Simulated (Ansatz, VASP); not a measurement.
Li: VASP beside Ansatz

```xyz
1
Lattice="-1.6816 1.6816 1.6816 1.6816 -1.6816 1.6816 1.6816 1.6816 -1.6816" Properties=species:S:1:pos:R:3 pbc="T T T"
Li    0.0000    0.0000    0.0000
```

Alike in both runs: task relaxation of cell and atoms; functional LDA; k mesh 16 × 16 × 16; occupations fermi-dirac, width 0.08 eV; no spin polarisation.

|  | VASP | Ansatz |
| --- | --- | --- |
| version | VASP 6.6.1 | Ansatz 0.2.0 |
| potentials or method | VASP PAW LDA potentials, release 64 (Li_sv) | PAW with Ansatz's default frozen-core files, scalar-relativistic |
| plane-wave cutoff (eV) | 600 | 420 |
| valence electrons in the cell | 3 | 3 |

```tsv
	VASP	Ansatz	Ansatz less VASP
relaxed volume (Å³/atom)	18.83	19.02	+0.191
relaxed cell length with the largest relative difference (Å)	2.903	2.913	+0.0098
```

Caveats: the cutoff is under 1.25 times the usual one of these potentials, so pressure, stress and relaxed cells hold a basis-set (Pulay) error (VASP).
